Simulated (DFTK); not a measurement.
**Zn under changes of volume**

One of the cells (15.330 Å³/atom); the others are scaled copies at fixed shape and fractional positions:

```xyz
2
Lattice="2.6700 0.0000 0.0000 -1.3350 2.3123 0.0000 0.0000 0.0000 4.9660" Properties=species:S:1:pos:R:3 pbc="T T T"
Zn    1.3350    0.7708    3.7245
Zn    0.0000    1.5415    1.2415
```

- Program: DFTK 0.8.2
- Functional: r2SCAN
- Potentials or basis: SG15 1.2 (PBE)
- Cutoff: 1225 eV
- k mesh: 7 × 7 × 4
- Occupations: fermi-dirac, width 0.05 eV
- Spin: no spin polarisation

| volume (Å³/atom) | energy over the lowest point (meV/atom) | pressure (GPa) |
| --- | --- | --- |
| 14.410 | 0.00 | 0.8 |
| 14.716 | 0.50 | -1.1 |
| 15.023 | 4.13 | -2.7 |
| 15.330 | 10.70 | -4.2 |
| 15.636 | 19.85 | -5.4 |
| 15.943 | 31.27 | -6.5 |
| 16.249 | ? | ? |

**Question.** What does the run at 16.249 Å³/atom give?

**Answer.** Energy over the lowest point 44.67 meV/atom; pressure -7.5 GPa.

Worked out: A Birch-Murnaghan fit of order 3 (a polynomial in V^(-2/3)) to the other rows has its minimum at 14.52 Å³/atom with B0 = V·E''(V) = 85 GPa and B' = 4.2 at fixed shape and positions, which overstates the stiffness. It gives 44.76 meV/atom at 16.249 Å³/atom, against the run's 44.67, and -dE/dV = -7.6 GPa, against -7.5.

Energies are extrapolated to zero smearing.

Caveats: all runs use coarse meshes; the potentials were made for another functional, which shifts forces and pressure.
